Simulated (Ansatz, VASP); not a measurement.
## Two plane-wave programs on LiCl

INCAR

```
SYSTEM = LiCl
ALGO = Normal ; EDIFF = 1E-6
ENCUT = 520 ; GGA = PE
ISIF = 2 ; ISMEAR = 0
LASPH = .TRUE. ; LCHARG = .FALSE.
LREAL = .FALSE. ; LWAVE = .FALSE.
NBANDS = 18 ; NELM = 100
PREC = Accurate ; SIGMA = 0.01
```

The input KPOINTS:

```
k-points
0
G
  6 6 4
  0 0 0
```

Contents of POSCAR:

```
LiCl
1.0
    4.1618736060      0.0000000000      0.0000000000
   -2.0809368030      3.6042882701      0.0000000000
    0.0000000000      0.0000000000      5.2325458168
Li Cl
2 2
Direct
    0.3333333333      0.6666666667      0.2500000000
    0.6666666667      0.3333333333      0.7500000000
    0.6666666667      0.3333333333      0.2500000000
    0.3333333333      0.6666666667      0.7500000000
```

Input for Ansatz:

```yaml
crystal:
  lattice:
    - [4.161873606, 0.0, 0.0]
    - [-2.080936803, 3.6042882701, 0.0]
    - [0.0, 0.0, 5.2325458168]
  atoms:
    - { symbol: Li, position: [0.3333333333, 0.6666666667, 0.25] }
    - { symbol: Li, position: [0.6666666667, 0.3333333333, 0.75] }
    - { symbol: Cl, position: [0.6666666667, 0.3333333333, 0.25] }
    - { symbol: Cl, position: [0.3333333333, 0.6666666667, 0.75] }
kpoints:
  mp_grid: { grid: [6, 6, 4] }
hamiltonian:
  xc: pbe
scf:
  occupations: { method: fixed }
  n_extra_bands: 5
  convergence: { dr2_threshold: 1.0e-12 }
  max_iter: 60
output:
  forces: true
  stress: true
  eigenvalues: true
```

Alike in both runs: task single point; functional PBE; k mesh 6 × 6 × 4; no spin polarisation.

```csv
,VASP,Ansatz
version,VASP 6.6.1,Ansatz 0.2.0
potentials or method,"VASP PAW PBE potentials, release 64 (Li_sv, Cl)",plane waves
plane-wave cutoff (eV),520,420
occupations,"gaussian, width 0.01 eV",fixed
valence electrons in the cell,20,20
```

Ansatz gave:

* gap on the k mesh at the Fermi level (eV): 5.65

**Question.** Which values does VASP return?

**Answer.** gap on the k mesh at the Fermi level (eV): 5.66.

 Expect the measured gap to be larger: semilocal functionals such as PBE lack the derivative discontinuity.
